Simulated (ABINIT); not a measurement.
Sb, 2 atoms in the cell. Symmetry: R-3m, No. 166, trigonal system. Conventional cell: a = 4.308 Å, b = 4.308 Å, c = 11.274 Å, α = 90.00°, β = 90.00°, γ = 120.00°. Around Sb (site symmetry 3m) lie 3 Sb at 2.91 Å. 

| Quantity | Value |
| --- | --- |
| Program | ABINIT 10.8.3 (patched build) |
| Task | single point |
| Functional | LDA |
| Potentials or basis | PseudoDojo NC SR LDA v0.4.1 standard |
| Cutoff | 1088 eV |
| k mesh | 6 × 6 × 6 |
| Occupations | fermi-dirac, width 0.05 eV |
| Spin | no spin polarisation |

Potentials or basis: PseudoDojo NC SR LDA v0.4.1 standard.

Command:

```console
$ abinit run.abi > log 2>&1
```

Hardware: 1 thread of Arm Neoverse V1, with other jobs on the host.

Problem. Estimate the wall time of this run.

Solution. Wall time 100 s on 1 thread of Arm Neoverse V1, on a shared host, peak memory 0.12 GiB. Counts: scf iterations 10, mpi ranks 1, k points 32, bands 19, plane waves 4946.
